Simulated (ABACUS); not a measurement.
# Ru (P6_3/mmc) in ABACUS: equation of state

Aim: energy against volume of Ru in PBEsol, for its equilibrium volume and stiffness.

Program: ABACUS 3.10.1. These are calculated values, not measurements. Logs are shortened: lines on timing, memory, paths and dates and some standing lists are left out, and cuts for length are marked.

### 1 The structure

Symmetry: P6_3/mmc, No. 194, hexagonal system. The conventional cell has a = 2.706 Å, b = 2.706 Å, c = 4.282 Å, α = 90.00°, β = 90.00°, γ = 120.00°. Ru (site symmetry -6m2) has 12 Ru at 2.65 to 2.71 Å as nearest neighbours.

### 2 Equation of state, PBEsol, 12.76 Å³/atom (volume scaled by 0.94)

The input, INPUT:

```
INPUT_PARAMETERS
suffix              Ru
calculation         scf
basis_type          pw
pseudo_dir          ./
symmetry            1
dft_functional      pbesol
ecutwfc             84
pseudo_rcut         7
nspin               1
nbands              20
ks_solver           dav
smearing_method     fd
smearing_sigma      0.00367493
scf_thr             1e-08
scf_nmax            100
mixing_type         broyden
mixing_beta         0.7
cal_force           1
cal_stress          1
kpar                4
```

The input, STRU:

```
ATOMIC_SPECIES
Ru 101.0700 Ru.upf

LATTICE_CONSTANT
1.8897261246

LATTICE_VECTORS
2.6505640930 0.0000000000 0.0000000000
-1.3252820465 2.2954558389 0.0000000000
0.0000000000 0.0000000000 4.1944897589

ATOMIC_POSITIONS
Direct

Ru
0.0
2
0.6666666667 0.3333333333 0.7500000000 1 1 1
0.3333333333 0.6666666667 0.2500000000 1 1 1
```

The input, KPT:

```
K_POINTS
0
Gamma
11 11 6 0 0 0
```

Potentials or basis: PseudoDojo NC SR 0.4.1 PBEsol standard, plane waves.

Run with:

```console
> OMP_NUM_THREADS=1 mpirun -np 4 abacus > log
```

running log:

```text
ABACUS v3.10.1

               Atomic-orbital Based Ab-initio Computation at UStc

 ------------------------------------------------------------------------------------

 READING GENERAL INFORMATION
                           global_out_dir = OUT.Ru/
                           global_in_card = INPUT
                               pseudo_dir = ./
                              orbital_dir =
                                    DSIZE = 4
                                    GSIZE = 1

 READING UNITCELL INFORMATION
                                    ntype = 1
                  lattice constant (Bohr) = 1.88973
              lattice constant (Angstrom) = 1

 READING ATOM TYPE 1
                               atom label = Ru
                      L=0, number of zeta = 1
                      L=1, number of zeta = 1
                      L=2, number of zeta = 1
             number of atom for this type = 2

                        TOTAL ATOM NUMBER = 2
DIRECT COORDINATES
    atom                   x                   y                   z     mag                  vx                  vy                  vz
taud_Ru1            0.6666666667        0.3333333333        0.7500000000  0.0000        0.0000000000        0.0000000000        0.0000000000
taud_Ru2            0.3333333333        0.6666666667        0.2500000000  0.0000        0.0000000000        0.0000000000        0.0000000000

                          Volume (Bohr^3) = 172.22
                             Volume (A^3) = 25.5203

 Lattice vectors: (Cartesian coordinate: in unit of a_0)
             +2.65056                  +0                  +0
             -1.32528            +2.29546                  +0
                   +0                  +0            +4.19449
 Reciprocal vectors: (Cartesian coordinate: in unit of 2 pi/a_0)
            +0.377278           +0.217822                  -0
                   -0           +0.435643                  -0
                   +0                  -0           +0.238408
 The esolver type has been set to : ksdft_pw

                PAO radial cut off (Bohr) = 7

 Read in pseudopotential file is Ru.upf
                     pseudopotential type = NC
          exchange-correlation functional = PBESOL
                 nonlocal core correction = 1
                        valence electrons = 16
                                     lmax = 2
                           number of zeta = 4
                     number of projectors = 6
                           L of projector = 0
                           L of projector = 0
                           L of projector = 1
                           L of projector = 1
                           L of projector = 2
                           L of projector = 2
     initial pseudo atomic orbital number = 20

 SETUP THE ELECTRONS NUMBER
            electron number of element Ru = 16
      total electron number of element Ru = 32
            AUTOSET number of electrons:  = 32
                           occupied bands = 16
                                   NBANDS = 20
                                   NLOCAL = 18

%%%%%%%%%%%%%%%%%%%%%%%%%%%%%%%%%%%%%%%%%%%%%%%%%%%%%%%%%%%%%%%%%%%%%%%%%%%%%%%%%%%%%%%%%%%%%%%%%%%%%%%%%%
 Warning: the number of valence electrons in pseudopotential > 8 for Ru: [Kr] 4d7 5s1
 Pseudopotentials with additional electrons can yield (more) accurate outcomes, but may be less efficient.
 If you're confident that your chosen pseudopotential is appropriate, you can safely ignore this warning.
%%%%%%%%%%%%%%%%%%%%%%%%%%%%%%%%%%%%%%%%%%%%%%%%%%%%%%%%%%%%%%%%%%%%%%%%%%%%%%%%%%%%%%%%%%%%%%%%%%%%%%%%%%

 SETUP THE PLANE WAVE BASIS
 energy cutoff for charge/potential (unit:Ry) = 336
            fft grid for charge/potential = [ 30, 30, 48 ]
                        fft grid division = [ 1, 1, 1 ]
        big fft grid for charge/potential = [ 30, 30, 48 ]
                                     nbxx = 43200
                                     nrxx = 43200

 SETUP PLANE WAVES FOR CHARGE/POTENTIAL
                    number of plane waves = 18005
                         number of sticks = 583

 PARALLEL PW FOR CHARGE/POTENTIAL
     PROC   COLUMNS(POT)             PW
        1            583          18005
 --------------- sum -------------------
        1            583          18005
                            number of |g| = 919
                                  max |g| = 30.3896
                                  min |g| = 0

----------- Double Check Mixing Parameters Begin ------------
mixing_type: broyden
mixing_beta: 0.7
mixing_gg0: 1
mixing_gg0_min: 0.1
mixing_ndim: 8
[... 31 lines left out ...]
                                       C6 = 0
                                       S1 = 3
                                       S3 = 0
                                       S4 = 0
                                       S6 = 2
                              POINT GROUP = D_3d
                                       C2 = 7
                                       C3 = 2
                                       C4 = 0
                                       C6 = 2
                                       S1 = 7
                                       S3 = 2
                                       S4 = 0
                                       S6 = 2
               POINT GROUP IN SPACE GROUP = D_6h

 SETUP K-POINTS
                                    nspin = 1
                   Input type of k points = Monkhorst-Pack(Gamma)
                                   nkstot = 726
                       right hand lattice = 1
(for reciprocal lattice: )
                             BRAVAIS TYPE = 4
                     BRAVAIS LATTICE NAME = 04. Hexagonal cell
                                    ibrav = 4
                       right hand lattice = 1
(for k-lattice: )
                             BRAVAIS TYPE = 4
                     BRAVAIS LATTICE NAME = 04. Hexagonal cell
                                    ibrav = 4
                       right hand lattice = 1
                        ROTATION MATRICES = 24
                               nkstot_ibz = 64
K-POINTS REDUCTION ACCORDING TO SYMMETRY
     IBZ    DIRECT_X    DIRECT_Y    DIRECT_Z  WEIGHT  ibz2bz
       1  0.00000000  0.00000000  0.00000000  0.0014       0
       2 -0.09090909  0.09090909  0.00000000  0.0083       1
       3 -0.18181818  0.18181818  0.00000000  0.0083       2
       4 -0.27272727  0.27272727  0.00000000  0.0083       3
       5 -0.36363636  0.36363636  0.00000000  0.0083       4
       6 -0.45454545  0.45454545  0.00000000  0.0083       5
[... 22 lines left out ...]
      29 -0.27272727  0.45454545  0.16666667  0.0331     146
      30  0.45454545  0.36363636  0.16666667  0.0331     147
[... 34 further k points ...]

                               nkstot now = 64
[... K-POINTS DIRECT COORDINATES: 64 rows ...]

           k-point number in this process = 16
       minimum distributed K point number = 16
[... stars of the k points ...]

[... K-POINTS CARTESIAN COORDINATES: 16 rows ...]

[... K-POINTS DIRECT COORDINATES: 16 rows ...]

 SETUP PLANE WAVES FOR WAVE FUNCTIONS
     energy cutoff for wavefunc (unit:Ry) = 84
              fft grid for wave functions = [ 30, 30, 48 ]
                    number of plane waves = 3201
                         number of sticks = 187

 PARALLEL PW FOR WAVE FUNCTIONS
     PROC   COLUMNS(POT)             PW
        1            187           3201
 --------------- sum -------------------
        1            187           3201

 SETUP NONLOCAL PSEUDOPOTENTIALS IN PLANE WAVE BASIS
 Ru non-local projectors:
 projector 1 L=0
 projector 2 L=0
 projector 3 L=1
 projector 4 L=1
 projector 5 L=2
 projector 6 L=2
      TOTAL NUMBER OF NONLOCAL PROJECTORS = 36

 Init Non-Local PseudoPotential table :
 Init Non-Local-Pseudopotential done.

                                     npwx = 2259

 Make real space PAO into reciprocal space.
       max mesh points in Pseudopotential = 701
     dq(describe PAO in reciprocal space) = 0.01
                                    max q = 1104

 number of pseudo atomic orbitals for Ru is 4
WARNING: norm of atomic wavefunction # 3 of atomic type Ru is 0.99978, renormalized
WARNING: norm of atomic wavefunction # 4 of atomic type Ru is 0.992281, renormalized

 -------------------------------------------
 SELF-CONSISTENT
 -------------------------------------------
                                 init_chg = atomic

 PW ALGORITHM --------------- ION=   1  ELEC=   1--------------------------------
 Notice: Threshold on eigenvalues was too large.
 hsover_error=0.32 > DRHO=0.280229
 Origin diag ethr = 0.01
 New diag ethr = 0.000875717

 Density error is 0.281970421473
                          Error Threshold = 0.00087571684843
----------------------------------------------------------
     Energy           Rydberg                 eV
----------------------------------------------------------
 E_KohnSham     -404.0074378703      -5496.8031894176
 E_Harris       -410.3655508306      -5583.3097542051
 E_Fermi        1.9510397773         26.5452579958
----------------------------------------------------------
[... 63 lines left out ...]
 Density error is 2.0397400592e-11
                          Error Threshold = 5.93850026971e-11
----------------------------------------------------------
     Energy           Rydberg                 eV
----------------------------------------------------------
 E_KohnSham     -404.0920779279      -5497.9547764793
 E_KS(sigma->0) -404.0915104071      -5497.9470549623
 E_Harris       -404.0921085637      -5497.9551933011
 E_band         -3.7726008443        -51.3288677615
 E_one_elec     -54.9017797286       -746.9770346492
 E_Hartree      53.6855126773        730.4288724629
 E_xc           -68.0552965382       -925.9398119990
 E_Ewald        -334.8193792968      -4555.4513592600
 E_entropy(-TS) -0.0011350417        -0.0154430341
 E_descf        0.0000000000         0.0000000000
 E_exx          0.0000000000         0.0000000000
 E_Fermi        1.8623436595         25.3384854033
----------------------------------------------------------

 charge density convergence is achieved
 final etot is -5497.9547765 eV
 EFERMI = 25.338485403 eV

 STATE ENERGY(eV) AND OCCUPATIONS    NSPIN == 1
 1/16 kpoint (Cartesian) = 0.0000 0.0000 0.0000 (2249 pws)
       1       -47.8003     0.00275482
       2       -47.5344     0.00275482
       3       -18.4386     0.00275482
       4       -17.2867     0.00275482
       5       -17.2867     0.00275482
       6       -17.0795     0.00275482
[... 122 lines left out ...]
      19        29.1024    3.34900e-35
      20        32.7909    3.06971e-67

[... levels at 10 further k points ...]

------------------------------------------------------------------------------------------
 TOTAL-FORCE (eV/Angstrom)
------------------------------------------------------------------------------------------
                       Ru1         0.0000000000         0.0000000000         0.0000000000
                       Ru2         0.0000000000         0.0000000000         0.0000000000
------------------------------------------------------------------------------------------

----------------------------------------------------------------
 TOTAL-STRESS (KBAR)
----------------------------------------------------------------
       169.3707006895         0.0000000000        -0.0000000000
         0.0000000000       169.3707006891         0.0000000000
         0.0000000000        -0.0000000000       179.5693147509
----------------------------------------------------------------
 TOTAL-PRESSURE: 172.770239 KBAR

 --------------------------------------------
 !FINAL_ETOT_IS -5497.9547764793387614 eV
 --------------------------------------------
```

It took 7.3 s on 4 MPI ranks of Intel Xeon 6975P-C (Granite Rapids), shared host; peak memory 0.32 GiB.

Results:

* Free energy: -5497.9548 eV
* Pressure: 17.3 GPa
* Band gap on the k mesh: none (metal or under the smearing width)

### 3 Equation of state, PBEsol, 13.03 Å³/atom (volume scaled by 0.96)

INPUT is that of step 2.

The input, STRU:

```
ATOMIC_SPECIES
Ru 101.0700 Ru.upf

LATTICE_CONSTANT
1.8897261246

LATTICE_VECTORS
2.6692306523 0.0000000000 0.0000000000
-1.3346153261 2.3116215535 0.0000000000
0.0000000000 0.0000000000 4.2240293924

ATOMIC_POSITIONS
Direct

Ru
0.0
2
0.6666666667 0.3333333333 0.7500000000 1 1 1
0.3333333333 0.6666666667 0.2500000000 1 1 1
```

KPT is that of step 2.

Potentials or basis: PseudoDojo NC SR 0.4.1 PBEsol standard, plane waves.

Run with:

```console
> OMP_NUM_THREADS=1 mpirun -np 4 abacus > log
```

Wall time 7.2 s (4 MPI ranks of Intel Xeon 6975P-C (Granite Rapids), shared host); peak memory 0.32 GiB.

It converged, with:

* Free energy: -5497.9988 eV
* Pressure: 8.7 GPa
* Band gap on the k mesh: none (metal or under the smearing width)

### 4 Equation of state, PBEsol, 13.30 Å³/atom (volume scaled by 0.98)

INPUT is that of step 3.

The input, STRU:

```
ATOMIC_SPECIES
Ru 101.0700 Ru.upf

LATTICE_CONSTANT
1.8897261246

LATTICE_VECTORS
2.6876397213 0.0000000000 0.0000000000
-1.3438198606 2.3275642749 0.0000000000
0.0000000000 0.0000000000 4.2531615502

ATOMIC_POSITIONS
Direct

Ru
0.0
2
0.6666666667 0.3333333333 0.7500000000 1 1 1
0.3333333333 0.6666666667 0.2500000000 1 1 1
```

KPT is that of step 3.

Run with:

```console
> OMP_NUM_THREADS=1 mpirun -np 4 abacus > log
```

Run time: 7.3 s. Hardware: 4 MPI ranks of Intel Xeon 6975P-C (Granite Rapids), shared host; peak memory 0.32 GiB.

The run converged. Its results:

```yaml
Free_energy: -5498.0153 eV
Pressure: 1.1 GPa
Band_gap_on_the_k_mesh: none (metal or under the smearing width)
```

### 5 Equation of state, PBEsol, 13.57 Å³/atom

INPUT is that of step 4.

The input, STRU:

```
ATOMIC_SPECIES
Ru 101.0700 Ru.upf

LATTICE_CONSTANT
1.8897261246

LATTICE_VECTORS
2.7058000000 0.0000000000 0.0000000000
-1.3529000000 2.3432915376 0.0000000000
0.0000000000 0.0000000000 4.2819000000

ATOMIC_POSITIONS
Direct

Ru
0.0
2
0.6666666667 0.3333333333 0.7500000000 1 1 1
0.3333333333 0.6666666667 0.2500000000 1 1 1
```

KPT is that of step 4.

Run with:

```console
> OMP_NUM_THREADS=1 mpirun -np 4 abacus > log
```

It took 7.3 s on 4 MPI ranks of Intel Xeon 6975P-C (Granite Rapids), shared host; peak memory 0.32 GiB.

It converged, with:

```
Free energy            : -5498.0075 eV
Pressure               : -5.7 GPa
Band gap on the k mesh : none (metal or under the smearing width)
```

### 6 Equation of state, PBEsol, 13.85 Å³/atom (volume scaled by 1.02)

INPUT is that of step 5.

The input, STRU:

```
ATOMIC_SPECIES
Ru 101.0700 Ru.upf

LATTICE_CONSTANT
1.8897261246

LATTICE_VECTORS
2.7237197275 0.0000000000 0.0000000000
-1.3618598638 2.3588104769 0.0000000000
0.0000000000 0.0000000000 4.3102577801

ATOMIC_POSITIONS
Direct

Ru
0.0
2
0.6666666667 0.3333333333 0.7500000000 1 1 1
0.3333333333 0.6666666667 0.2500000000 1 1 1
```

KPT is that of step 5.

Potentials or basis: PseudoDojo NC SR 0.4.1 PBEsol standard, plane waves.

Run with:

```console
> OMP_NUM_THREADS=1 mpirun -np 4 abacus > log
```

Run time: 4.2 s. Hardware: 4 MPI ranks of Intel Xeon 6975P-C (Granite Rapids), shared host; peak memory 0.32 GiB.

The run converged. Its results:

- Free energy: -5497.9779 eV
- Pressure: -11.7 GPa
- Band gap on the k mesh: none (metal or under the smearing width)

### 7 Equation of state, PBEsol, 14.12 Å³/atom (volume scaled by 1.04)

INPUT is that of step 6.

The input, STRU:

```
ATOMIC_SPECIES
Ru 101.0700 Ru.upf

LATTICE_CONSTANT
1.8897261246

LATTICE_VECTORS
2.7414067149 0.0000000000 0.0000000000
-1.3707033574 2.3741278572 0.0000000000
0.0000000000 0.0000000000 4.3382472512

ATOMIC_POSITIONS
Direct

Ru
0.0
2
0.6666666667 0.3333333333 0.7500000000 1 1 1
0.3333333333 0.6666666667 0.2500000000 1 1 1
```

KPT is that of step 6.

Run with:

```console
> OMP_NUM_THREADS=1 mpirun -np 4 abacus > log
```

Wall time 4.1 s (4 MPI ranks of Intel Xeon 6975P-C (Granite Rapids), shared host); peak memory 0.32 GiB.

It converged, with:

```
Free energy            : -5497.9291 eV
Pressure               : -17.1 GPa
Band gap on the k mesh : none (metal or under the smearing width)
```

### 8 Equation of state, PBEsol, 14.39 Å³/atom (volume scaled by 1.06)

INPUT is that of step 7.

The input, STRU:

```
ATOMIC_SPECIES
Ru 101.0700 Ru.upf

LATTICE_CONSTANT
1.8897261246

LATTICE_VECTORS
2.7588683749 0.0000000000 0.0000000000
-1.3794341875 2.3892500984 0.0000000000
0.0000000000 0.0000000000 4.3658801443

ATOMIC_POSITIONS
Direct

Ru
0.0
2
0.6666666667 0.3333333333 0.7500000000 1 1 1
0.3333333333 0.6666666667 0.2500000000 1 1 1
```

KPT is that of step 7.

Run with:

```console
> OMP_NUM_THREADS=1 mpirun -np 4 abacus > log
```

Run time: 3.9 s. Hardware: 4 MPI ranks of Intel Xeon 6975P-C (Granite Rapids), shared host; peak memory 0.36 GiB.

The run converged. Its results:

* Free energy: -5497.8633 eV
* Pressure: -21.8 GPa
* Band gap on the k mesh: none (metal or under the smearing width)

### 9 Equation of state, PBEsol

Potentials or basis: PseudoDojo NC SR 0.4.1 PBEsol standard, plane waves.

This step only gathers the single runs of the series.

What came out:

- Equilibrium volume: 13.35 Å³/atom
- Bulk modulus at fixed shape and positions: 347 GPa
- Pressure derivative of the bulk modulus: 4.8

Energy against volume, from the lowest point:
```tsv
volume (Å³/atom)	energy (meV/atom)
12.760	30.27
13.032	8.28
13.303	0.00
13.575	3.93
13.846	18.70
14.118	43.09
14.389	76.02
```

Caveat: the cell was scaled at fixed shape and fractional positions, which overstates the stiffness of a crystal with free parameters, most of all of layers and chains.
